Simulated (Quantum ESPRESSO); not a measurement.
# Co (Fm-3m) in Quantum ESPRESSO: reference runs, part 2 of 2

Quantum ESPRESSO 7.5. Earlier steps stand in the parts before.

## (3) Single point, PBE, collinear spin, ferromagnetic start (cell strained at random at fixed volume)

File pw.in:

```
&CONTROL
  calculation = 'scf'
  prefix = 'pwscf'
  outdir = './tmp'
  pseudo_dir = './pseudo'
  tprnfor = .true.
  tstress = .true.
  disk_io = 'nowf'
/
&SYSTEM
  ibrav = 0
  nat = 1
  ntyp = 1
  ecutwfc = 55
  ecutrho = 440
  nbnd = 18
  occupations = 'smearing'
  smearing = 'fd'
  degauss = 0.00367493
  nspin = 2
  starting_magnetization(1) = 0.1176
/
&ELECTRONS
  conv_thr = 2d-10
  electron_maxstep = 120
  mixing_beta = 0.3
/
ATOMIC_SPECIES
Co    58.9332 Co_pbe_v1.2.uspp.F.UPF
CELL_PARAMETERS angstrom
   0.0032810000    1.7565740000    1.8039320000
   1.7670410000    0.0301760000    1.7770370000
   1.7683350000    1.7309730000    0.0288830000
ATOMIC_POSITIONS crystal
Co    -0.0119150000    0.0171600000   -0.0032860000
K_POINTS automatic
13 13 13 0 0 0
```

Potentials or basis: SSSP 1.3 efficiency PBE.

Launch:

```console
$ OMP_NUM_THREADS=1 pw.x -in pw.in > pw.out
```

pw.out:

```text
This program is part of the open-source Quantum ESPRESSO suite
     for quantum simulation of materials; please cite
[... 6 lines left out ...]
     --------------------
     sticks:   dense  smooth     PW     G-vecs:    dense   smooth      PW
     Sum         675     339    121                11411     4009     885

     Using Slab Decomposition

     bravais-lattice index     =            0
     lattice parameter (alat)  =       4.7581  a.u.
     unit-cell volume          =      73.1623 (a.u.)^3
     number of atoms/cell      =            1
     number of atomic types    =            1
     number of electrons       =        17.00
     number of Kohn-Sham states=           18
     kinetic-energy cutoff     =      55.0000  Ry
     charge density cutoff     =     440.0000  Ry
     scf convergence threshold =      2.0E-10
     mixing beta               =       0.3000
     number of iterations used =            8  plain     mixing
     Exchange-correlation= SLA  PW   PBE  PBE
                           (   1   4   3   4   0   0   0)

     celldm(1)=   4.758109  celldm(2)=   0.000000  celldm(3)=   0.000000
     celldm(4)=   0.000000  celldm(5)=   0.000000  celldm(6)=   0.000000

     crystal axes: (cart. coord. in units of alat)
               a(1) = (   0.001303   0.697639   0.716448 )
               a(2) = (   0.701796   0.011985   0.705766 )
               a(3) = (   0.702310   0.687472   0.011471 )

     reciprocal axes: (cart. coord. in units 2 pi/alat)
               b(1) = ( -0.714181  0.717950  0.697972 )
               b(2) = (  0.713412 -0.740826  0.720080 )
               b(3) = (  0.712307  0.738952 -0.720848 )

     PseudoPot. # 1 for Co read from file:
     Co_pbe_v1.2.uspp.F.UPF
     Pseudo is Ultrasoft + core correction, Zval = 17.0
     Generated by new atomic code, or converted to UPF format
     Using radial grid of  863 points,  6 beta functions with:
                l(1) =   0
                l(2) =   0
                l(3) =   1
                l(4) =   1
                l(5) =   2
                l(6) =   2
     Q(r) pseudized with  8 coefficients,  rinner =    1.200   1.200   1.200
                                                       1.200   1.200

     atomic species   valence    mass     pseudopotential
     Co               17.00    58.93320     Co( 1.00)

     Starting magnetic structure
     atomic species   magnetization
     Co              0.118

     No symmetry found

   Cartesian axes

     site n.     atom                  positions (alat units)
         1        Co     tau(   1) = (   0.0097195  -0.0103657   0.0035368  )

     number of k points=  1099  Fermi-Dirac smearing, width (Ry)=  0.0037

     Number of k-points >= 100: set verbosity='high' to print them.

     Dense  grid:    11411 G-vectors     FFT dimensions: (  32,  32,  32)

     Smooth grid:     4009 G-vectors     FFT dimensions: (  24,  24,  24)

     Check: negative core charge=   -0.000038
     Generating pointlists ...
     new r_m :   0.3996 (alat units)  1.9012 (a.u.) for type    1

     Initial potential from superposition of free atoms

     starting charge      16.0000, renormalised to      17.0000
     Starting wfcs are   13 randomized atomic wfcs +    5 random wfcs

     Self-consistent Calculation

     iteration #  1     ecut=    55.00 Ry     beta= 0.30
     Davidson diagonalization with overlap
     ethr =  1.00E-02,  avg # of iterations =  5.3

     total energy              =    -296.88115430 Ry
     estimated scf accuracy    <       7.34113082 Ry

     total magnetization       =     0.88 Bohr mag/cell
     absolute magnetization    =     0.92 Bohr mag/cell

     iteration #  2     ecut=    55.00 Ry     beta= 0.30
     Davidson diagonalization with overlap
     ethr =  1.00E-02,  avg # of iterations =  2.0

     total energy              =    -298.42539318 Ry
     estimated scf accuracy    <       0.33780963 Ry

     total magnetization       =     1.56 Bohr mag/cell
     absolute magnetization    =     1.64 Bohr mag/cell

     iteration #  3     ecut=    55.00 Ry     beta= 0.30
     Davidson diagonalization with overlap
     ethr =  1.99E-03,  avg # of iterations =  1.0

     total energy              =    -298.48769111 Ry
     estimated scf accuracy    <       0.00610337 Ry

     total magnetization       =     1.64 Bohr mag/cell
     absolute magnetization    =     1.72 Bohr mag/cell

     iteration #  4     ecut=    55.00 Ry     beta= 0.30
     Davidson diagonalization with overlap
     ethr =  3.59E-05,  avg # of iterations =  2.0

     total energy              =    -298.48858572 Ry
     estimated scf accuracy    <       0.00201280 Ry

     total magnetization       =     1.64 Bohr mag/cell
     absolute magnetization    =     1.73 Bohr mag/cell

     iteration #  5     ecut=    55.00 Ry     beta= 0.30
     Davidson diagonalization with overlap
     ethr =  1.18E-05,  avg # of iterations =  1.9

     total energy              =    -298.48896855 Ry
     estimated scf accuracy    <       0.00022083 Ry

     total magnetization       =     1.64 Bohr mag/cell
     absolute magnetization    =     1.79 Bohr mag/cell

     iteration #  6     ecut=    55.00 Ry     beta= 0.30
     Davidson diagonalization with overlap
     ethr =  1.30E-06,  avg # of iterations =  1.6

     total energy              =    -298.48901621 Ry
     estimated scf accuracy    <       0.00012933 Ry

     total magnetization       =     1.64 Bohr mag/cell
     absolute magnetization    =     1.79 Bohr mag/cell

     iteration #  7     ecut=    55.00 Ry     beta= 0.30
     Davidson diagonalization with overlap
     ethr =  7.61E-07,  avg # of iterations =  1.3

     total energy              =    -298.48905180 Ry
     estimated scf accuracy    <       0.00000949 Ry

     total magnetization       =     1.65 Bohr mag/cell
     absolute magnetization    =     1.81 Bohr mag/cell

     iteration #  8     ecut=    55.00 Ry     beta= 0.30
     Davidson diagonalization with overlap
     ethr =  5.58E-08,  avg # of iterations =  1.2

     total energy              =    -298.48905392 Ry
     estimated scf accuracy    <       0.00000053 Ry

     total magnetization       =     1.65 Bohr mag/cell
     absolute magnetization    =     1.81 Bohr mag/cell

     iteration #  9     ecut=    55.00 Ry     beta= 0.30
     Davidson diagonalization with overlap
     ethr =  3.13E-09,  avg # of iterations =  1.0

     total energy              =    -298.48905406 Ry
     estimated scf accuracy    <       0.00000010 Ry

     total magnetization       =     1.65 Bohr mag/cell
     absolute magnetization    =     1.81 Bohr mag/cell

     iteration # 10     ecut=    55.00 Ry     beta= 0.30
     Davidson diagonalization with overlap
     ethr =  6.16E-10,  avg # of iterations =  1.1

     total energy              =    -298.48905409 Ry
     estimated scf accuracy    <          4.9E-09 Ry

     total magnetization       =     1.65 Bohr mag/cell
     absolute magnetization    =     1.81 Bohr mag/cell

     iteration # 11     ecut=    55.00 Ry     beta= 0.30
     Davidson diagonalization with overlap
     ethr =  2.87E-11,  avg # of iterations =  1.5

     total energy              =    -298.48905410 Ry
     estimated scf accuracy    <          2.5E-10 Ry

     total magnetization       =     1.65 Bohr mag/cell
     absolute magnetization    =     1.81 Bohr mag/cell

     iteration # 12     ecut=    55.00 Ry     beta= 0.30
     Davidson diagonalization with overlap
     ethr =  1.50E-12,  avg # of iterations =  2.0

     Magnetic moment per site  (integrated on atomic sphere of radius R)
     atom   1 (R=0.400)  charge= 15.4964  magn=  1.7249

     End of self-consistent calculation

     Number of k-points >= 100: set verbosity='high' to print the bands.

     the Fermi energy is    18.6215 ev

!    total energy              =    -298.48905411 Ry
     estimated scf accuracy    <          6.1E-12 Ry
     smearing contrib. (-TS)   =      -0.00065776 Ry
     internal energy E=F+TS    =    -298.48839635 Ry

     The total energy is F=E-TS. E is the sum of the following terms:
     one-electron contribution =    -154.51342696 Ry
     hartree contribution      =      88.26139098 Ry
     xc contribution           =     -32.68353405 Ry
     ewald contribution        =    -199.55282632 Ry

     total magnetization       =     1.65 Bohr mag/cell
     absolute magnetization    =     1.81 Bohr mag/cell

     convergence has been achieved in  12 iterations

     Forces acting on atoms (cartesian axes, Ry/au):

     atom    1 type  1   force =     0.00000000    0.00000000    0.00000000

     Total force =     0.000000     Total SCF correction =     0.000000

     Computing stress (Cartesian axis) and pressure

          total   stress  (Ry/bohr**3)                   (kbar)     P=        9.67
   0.00000811  -0.00002826  -0.00001106            1.19       -4.16       -1.63
  -0.00002826   0.00022304  -0.00033285           -4.16       32.81      -48.96
  -0.00001106  -0.00033285  -0.00003402           -1.63      -48.96       -5.00

=------------------------------------------------------------------------------=
   JOB DONE.
=------------------------------------------------------------------------------=
```

It took 6.4 min on 1 thread of Arm Neoverse V1, shared host; peak memory 0.38 GiB.

Results:

| Quantity | Value |
| --- | --- |
| Free energy | -4061.1505 eV |
| Pressure | 1.0 GPa |
| Band gap on the k mesh | none (metal or under the smearing width) |
| Net moment | 1.65 μB per cell |
| Absolute moment | 1.81 μB per cell |
| Site moments | Co +1.72 μB |
| Valence electrons inside the program's atomic spheres | Co 15.50 |

Levels at points of the mesh, in eV from the Fermi level:
Spin up:
```tsv
k point	band 5	band 6	band 7	band 8	band 9	band 10	band 11	band 12	band 13	band 14
(0.00, 0.00, 0.00)	-9.19	-2.99	-2.90	-2.68	-1.83	-1.68	22.68	26.42	27.16	27.99
```
Spin down:
```
           k point  band 6  band 7  band 8  band 9  band 10  band 11
(0.00, 0.00, 0.00)   -1.29   -1.18   -0.93    0.21     0.41    22.33
```
